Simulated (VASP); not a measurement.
# InAs (F-43m) in VASP: notebook

The runs below take InAs through single point, with PBEsol.

Program: VASP 6.6.1. These are calculated values, not measurements. Logs are shortened: lines on timing, memory, paths and dates and some standing lists are left out, and cuts for length are marked.

**The experiment to reproduce.**

From a printed reference work, data compilation, for a bulk crystal of InAs at 4.2 K: band gap 0.418 eV (direct).

The runs below are set against these values where they give the same quantity.

## 1. The crystal as given

Symmetry: F-43m, No. 216, cubic system. The conventional cell has a = 6.036 Å, b = 6.036 Å, c = 6.036 Å, α = 90.00°, β = 90.00°, γ = 90.00°. In (site symmetry -43m) is surrounded by 4 As at 2.61 Å. As (site symmetry -43m) is surrounded by 4 In at 2.61 Å.

## 2. Single point, PBEsol

The input, INCAR:

```
  PREC = Accurate
  ENCUT = 520
  EDIFF = 1E-6
  ISMEAR = 0
  SIGMA = 0.05
  LREAL = False
  LASPH = True
  NELM = 100
  ALGO = Normal
  ISIF = 2
  LWAVE = False
  LCHARG = False
  GGA = PS
  NBANDS = 16
```

The input, KPOINTS:

```
regular mesh
0
Gamma
  14 14 14
```

The input, POSCAR:

```
InAs
1.0
    0.0000000000      3.0180000000      3.0180000000
    3.0180000000      0.0000000000      3.0180000000
    3.0180000000      3.0180000000      0.0000000000
In As
1 1
Direct
    0.0000000000      0.0000000000      0.0000000000
    0.2500000000      0.2500000000      0.2500000000
```

Potentials or basis: VASP PAW PBE potentials, release 64 (In_d, As).

Started as:

```console
> cat potpaw_PBE.64/In_d/POTCAR potpaw_PBE.64/As/POTCAR > POTCAR
> mpirun -np 1 vasp_std > vasp.out
```

OUTCAR:

```text
PREC = Accurate
   ENCUT = 520
   EDIFF = 1E-6
   ISMEAR = 0
   LREAL = False
   LASPH = True
   NELM = 100
   ISIF = 2
   GGA = PS

 ion  position               nearest neighbor table
   1  0.000  0.000  0.000-   2 2.61   2 2.61   2 2.61   2 2.61
   2  0.250  0.250  0.250-   1 2.61   1 2.61   1 2.61   1 2.61

  LATTYP: Found a face centered cubic cell.
 ALAT       =     6.0360000000

  Lattice vectors:

 A1 = (   0.0000000000,   3.0180000000,   3.0180000000)
 A2 = (   3.0180000000,   0.0000000000,   3.0180000000)
 A3 = (   3.0180000000,   3.0180000000,   0.0000000000)

Analysis of symmetry for initial positions (statically):
=====================================================================
 Subroutine PRICEL returns:
 Original cell was already a primitive cell.

 Routine SETGRP: Setting up the symmetry group for a
 face centered cubic supercell.

 Subroutine GETGRP returns: Found 24 space group operations
 (whereof 24 operations were pure point group operations)
 out of a pool of 48 trial point group operations.

The static configuration has the point symmetry T_d .

Analysis of symmetry for dynamics (positions and initial velocities):
=====================================================================
 Subroutine PRICEL returns:
 Original cell was already a primitive cell.

 Routine SETGRP: Setting up the symmetry group for a
 face centered cubic supercell.

 Subroutine GETGRP returns: Found 24 space group operations
 (whereof 24 operations were pure point group operations)
 out of a pool of 48 trial point group operations.

The dynamic configuration has the point symmetry T_d .

 Subroutine INISYM returns: Found 24 space group operations
 (whereof 24 operations are pure point group operations),
 and found     1 'primitive' translations

----------------------------------------------------------------------------------------

                                     Primitive cell

  volume of cell :      54.9778

  direct lattice vectors                    reciprocal lattice vectors
     0.000000000  3.018000000  3.018000000    -0.165672631  0.165672631  0.165672631
     3.018000000  0.000000000  3.018000000     0.165672631 -0.165672631  0.165672631
     3.018000000  3.018000000  0.000000000     0.165672631  0.165672631 -0.165672631

  length of vectors
     4.268096531  4.268096531  4.268096531     0.286953414  0.286953414  0.286953414

  position of ions in fractional coordinates (direct lattice)
[... 79 lines left out ...]
   EDIFF  = 0.1E-05   stopping-criterion for ELM
   LREAL  =      F    real-space projection
   EDIFFG = 0.1E-04   stopping-criterion for IOM
   NSW    =      0    number of steps for IOM
   IBRION =     -1    ionic relax: 0-MD 1-quasi-New 2-CG
   NFREE  =      0    steps in history (QN), initial steepest desc. (CG)
   ISIF   =      2    stress and relaxation
   ISYM   =      2    0-nonsym 1-usesym 2-fastsym
   POTIM  = 0.5000    time-step for ionic-motion
   TEBEG  =    0.0;   TEEND  =   0.0 temperature during run
   PSTRESS=    0.0 pullay stress
   NELECT =      18.0000    total number of electrons
   NUPDOWN=      -1.0000    fix difference up-down
   EMIN   =  10.00;   EMAX   =-10.00  energy-range for DOS
   EFERMI =   0.00;   METHOD = LEGACY
   ISMEAR =     0;   SIGMA  =   0.05  broadening in eV -4-tet -1-fermi 0-gaus
   EFERMI_NEDOS =   21; number of points for ismear=-14 and -15
   IALGO  =     38    algorithm
   IMIX   =      4    mixing-type and parameters
     AMIX     =   0.40;   BMIX     =  1.00
     AMIX_MAG =   1.60;   BMIX_MAG =  1.00
  volume/ion in A,a.u.               =      27.49       185.50
  Fermi-wavevector in a.u.,A,eV,Ry     =   1.128331  2.132236 17.321990  1.273130
  Thomas-Fermi vector in A             =   2.265020
   LORBIT       =      0    0 simple, 1 ext, 2 COOP (PROOUT), +10 PAW based schemes
   GGA     = PS    functional components
   LHFCALC =     F    Hartree Fock is set to
   AEXX    =    0.0000 exact exchange contribution
   IVDW    =     0    specifies the selected vdW correction
   LEPSILON=     F    determine dielectric tensor
   LRPA    =     F    only Hartree local field effects (RPA)
 non-spin polarized calculation
 Gauss-broadening in eV      SIGMA  =   0.05
  energy-cutoff  :      520.00
  volume of cell :       54.98
 maximum number of plane-waves:      1494
   NGX = 15   NGY = 15   NGZ = 15

 number of electron      17.9999991 magnetization

 Free energy of the ion-electron system (eV)
  ---------------------------------------------------
  ext. energy  EPLUGINS =         0.00000000
  ---------------------------------------------------
  free energy    TOTEN  =        -8.48333940 eV

  energy without entropy =       -8.48330297  energy(sigma->0) =       -8.48332119

 E-fermi :   4.4475     XC(G=0):  -9.3084

 val. band max:        4.4277471031   @ k =   0.0000   0.0000   0.0000
 cond. band min:       5.1129048365   @ k =   0.0714   0.0000   0.0000
 fundamental gap:      0.6851577334
 Fermi energy:         4.4474608448

 k-point     1 :       0.0000    0.0000    0.0000
  band No.  band energies     occupation
      1      -9.9159      2.00000
      2      -9.9159      2.00000
      3      -9.9159      2.00000
      4      -9.7855      2.00000
      5      -9.7855      2.00000
      6      -7.4985      2.00000
[... 433 lines left out ...]
      3      -9.8843      2.00000
      4      -9.7958      2.00000
      5      -9.7770      2.00000
      6      -6.7642      2.00000
[... 8 lines left out ...]
     15      14.1180      0.00000
     16      14.1693      0.00000

 [... further k-points ...]

------------------------ aborting loop because EDIFF is reached ----------------------------------------

  FORCE on cell =-STRESS in cart. coord.  units (eV):
  Direction    XX          YY          ZZ          XY          YZ          ZX
  --------------------------------------------------------------------------------------
  -------------------------------------------------------------------------------------
  Total        0.5437593      0.5437593      0.5437593      0.0000000      0.0000000     -0.0000000
  in kB       15.8463617     15.8463617     15.8463617      0.0000000      0.0000000     -0.0000000
  external PRESSURE =      15.8463617 kB  Pullay stress =       0.0000000 kB

 VOLUME and BASIS-vectors are now :
 -----------------------------------------------------------------------------
  energy-cutoff  :      520.00
  volume of cell :       54.98
      direct lattice vectors                 reciprocal lattice vectors
     0.000000000  3.018000000  3.018000000    -0.165672631  0.165672631  0.165672631
     3.018000000  0.000000000  3.018000000     0.165672631 -0.165672631  0.165672631
     3.018000000  3.018000000  0.000000000     0.165672631  0.165672631 -0.165672631

 POSITION                                       TOTAL-FORCE (eV/Angst)
 -----------------------------------------------------------------------------------
      0.00000      0.00000      0.00000         0.000000      0.000000      0.000000
      1.50900      1.50900      1.50900        -0.000000     -0.000000     -0.000000
 -----------------------------------------------------------------------------------
    total drift:                               -0.000000     -0.000000     -0.000000

  FREE ENERGIE OF THE ION-ELECTRON SYSTEM (eV)
  ---------------------------------------------------
  free  energy   TOTEN  =        -8.4833394037 eV

  energy  without entropy=       -8.4833029746  energy(sigma->0) =       -8.48332119
```

It took 28 s on 1 thread of Intel Xeon 6975P-C (Granite Rapids), shared host; peak memory 0.23 GiB.

What came out:

- Free energy: -8.4833 eV
- Pressure: 1.6 GPa
- Band gap on the k mesh: none (metal or under the smearing width)

Caveat: the PAW data sets were made with another functional, which shifts forces and pressure a little; this crystal is a semiconductor, whose small gap the functional closes, so the metal is an error of the method.

## 3. Single point, PBEsol

This run uses another cell than the first one, of 24.81 Å³/atom, 0.902 times its volume.

The input, INCAR:

```
PREC = Accurate
ENCUT = 520
EDIFF = 1E-6
ISMEAR = 0
SIGMA = 0.05
LREAL = False
LASPH = True
NELM = 100
ALGO = Fast
ISIF = 2
LWAVE = False
LCHARG = False
GGA = PS
NBANDS = 16
```

KPOINTS is that of step 2.

The input, POSCAR:

```
InAs
1.0
    0.0000000000      2.9164721348      2.9164721348
    2.9164721348      0.0000000000      2.9164721348
    2.9164721348      2.9164721348      0.0000000000
In As
1 1
Direct
    0.0000000000      0.0000000000      0.0000000000
    0.2500000000      0.2500000000      0.2500000000
```

Potentials or basis: VASP PAW PBE potentials, release 64 (In_d, As).

Started as:

```console
> cat potpaw_PBE.64/In_d/POTCAR potpaw_PBE.64/As/POTCAR > POTCAR
> mpirun -np 1 vasp_std > vasp.out
```

It took 32 s on 1 thread of Intel Xeon 6975P-C (Granite Rapids), shared host; peak memory 0.23 GiB.

The run converged. Its results:

- Free energy: -8.3041 eV
- Pressure: 9.9 GPa
- Band gap on the k mesh: 0.27 eV, direct

Levels at points of the mesh, in eV from the valence-band top:
```tsv
k point	band 7	band 8	band 9	band 10	band 11	band 12
(0.00, 0.00, 0.00)	0.00	0.00	0.00	0.27	3.88	3.88
(0.50, 0.00, 0.00)	-6.42	-1.17	-1.17	1.11	4.66	4.66
(0.50, 0.50, 0.00)	-6.39	-2.74	-2.74	1.24	1.96	9.81
```

Caveat: the PAW data sets were made with another functional, which shifts forces and pressure a little; spin-orbit coupling is left out, which moves the levels of the heavy elements.

## 4. How close it comes

Step 2. Measured gap of InAs: 0.418 eV (direct; 4.2 K; a printed reference work, data compilation). This calculation gives 0.00 eV (-0.42 eV). Spin-orbit coupling on As, In is left out. The value is that of PBEsol on a finite k mesh, which can miss the band edges, without temperature or zero-point motion. Semilocal functionals fall short of measured gaps as a rule.

Step 3. A measured gap of InAs is 0.418 eV (direct; 4.2 K; a printed reference work, data compilation); the calculated 0.27 eV misses it by -0.15 eV. Spin-orbit coupling on As, In is left out. The value is that of PBEsol, without temperature or zero-point motion. Semilocal functionals fall short of measured gaps as a rule.
